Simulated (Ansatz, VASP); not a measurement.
**Cu: VASP beside Ansatz**

```
CELL_PARAMETERS angstrom
-1.44279 1.44279 1.33480
1.44279 -1.44279 1.33480
1.44279 1.44279 -1.33480
ATOMIC_POSITIONS crystal
Cu 0.00000 0.00000 0.00000
```

Change from the starting cell: strain +0.000 along x and y, -0.030 along z, atoms carried along.

Alike in both runs: task single point; functional PBEsol; k mesh 24 × 24 × 24; occupations gaussian, width 0.15 eV; no spin polarisation.

|  | VASP | Ansatz |
| --- | --- | --- |
| version | VASP 6.6.1 | Ansatz 0.2.0 |
| potentials or method | VASP PAW PBE potentials, release 64 (Cu) | scalar-relativistic, plane waves, PAW |
| plane-wave cutoff (eV) | 520 | 420 |
| valence electrons in the cell | 11 | 19 |

|  | VASP | Ansatz | Ansatz less VASP |
| --- | --- | --- | --- |
| gap on the k mesh at the Fermi level (eV) | none | none | - |
| pressure (GPa) | 4.9 | 3.9 | -0.99 |
| largest component of the traceless stress (GPa) | 0.42 | 0.41 | -0.017 |

A gap of «none» marks a metal or a gap that the smearing closes. The functional is the same, so the differences come from potentials, cutoffs and numerics. The two sets of potentials don't hold the same shells in valence.

Caveats: the PAW data sets were made with another functional, which shifts forces and pressure a little (VASP).
